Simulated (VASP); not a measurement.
**SiC: band structure with PBE+D3(BJ)**

Crystal: SiC.

```
CELL_PARAMETERS angstrom
3.07122 0.00000 0.00000
-1.53561 2.65975 0.00000
0.00000 0.00000 10.05438
ATOMIC_POSITIONS crystal
Si 0.66667 0.33333 0.93783
Si 0.33333 0.66667 0.43783
Si 0.00000 0.00000 0.68790
Si 0.00000 0.00000 0.18790
C 0.66667 0.33333 0.74982
C 0.33333 0.66667 0.24982
C 0.00000 0.00000 0.50046
C 0.00000 0.00000 0.00046
```

The cell is a database's computed one.

```
Program                : VASP 6.6.1
Task                   : band structure
Functional             : PBE
Dispersion             : D3(BJ)
Potentials or basis    : VASP PAW PBE potentials, release 64 (Si, C)
Cutoff                 : 520 eV
k mesh                 : 12 × 12 × 3
Occupations            : gaussian, width 0.03 eV
Spin                   : no spin polarisation
Further INCAR settings : ALGO = Fast; EDIFF = 1e-06; NBANDS = 26
```

```json
{
 "Pressure": "0.2 GPa",
 "Band gap on the k mesh": "2.23 eV, indirect (least direct gap 3.35 eV)",
 "Band gap along the path": "2.23 eV, indirect (least direct gap 3.35 eV)",
 "Dispersion energy per atom": "-0.303 eV"
}
```

Forces on the atoms (eV/Å):
```
Si   0.000  0.000  0.000
Si   0.000  0.000  0.000
Si   0.000  0.000  0.002
Si   0.000  0.000  0.002
C    0.000  0.000  0.000
C    0.000  0.000  0.000
C    0.000  0.000 -0.002
C    0.000  0.000 -0.002
```

Levels at the corners of the path, in eV from the valence-band top:
```tsv
point	band 14	band 15	band 16	band 17	band 18	band 19
Γ	-0.05	0.00	0.00	5.15	5.73	6.37
M	-2.23	-1.58	-1.12	2.23	2.36	4.24
M	-2.23	-1.58	-1.12	2.23	2.36	4.24
K	-2.88	-2.88	-1.67	3.98	3.98	5.22
K	-2.88	-2.88	-1.67	3.98	3.98	5.22
Γ	-0.05	0.00	0.00	5.15	5.73	6.37
Γ	-0.05	0.00	0.00	5.15	5.73	6.37
A	-0.21	-0.21	-0.21	5.36	5.36	6.83
A	-0.21	-0.21	-0.21	5.36	5.36	6.83
L	-2.51	-1.56	-1.56	2.64	2.64	4.23
L	-2.51	-1.56	-1.56	2.64	2.64	4.23
H	-2.76	-2.46	-2.46	3.24	3.24	6.72
H	-2.76	-2.46	-2.46	3.24	3.24	6.72
A	-0.21	-0.21	-0.21	5.36	5.36	6.83
L	-2.51	-1.56	-1.56	2.64	2.64	4.23
M	-2.23	-1.58	-1.12	2.23	2.36	4.24
K	-2.88	-2.88	-1.67	3.98	3.98	5.22
H	-2.76	-2.46	-2.46	3.24	3.24	6.72
```

Core levels (eV, on the scale of the bands):
```csv
atom,levels
1 Si,"1s -1771.1, 2s -125.0, 2p -81.0"
2 Si,"1s -1771.1, 2s -125.0, 2p -81.0"
3 Si,"1s -1771.1, 2s -125.0, 2p -81.0"
4 Si,"1s -1771.1, 2s -125.0, 2p -81.0"
5 C,1s -255.3
6 C,1s -255.3
```

Run time: 62 s on 2 MPI ranks on Intel(R) Xeon(R) 6975P-C (Granite Rapids), on a shared host, peak memory 0.26 GiB a rank.
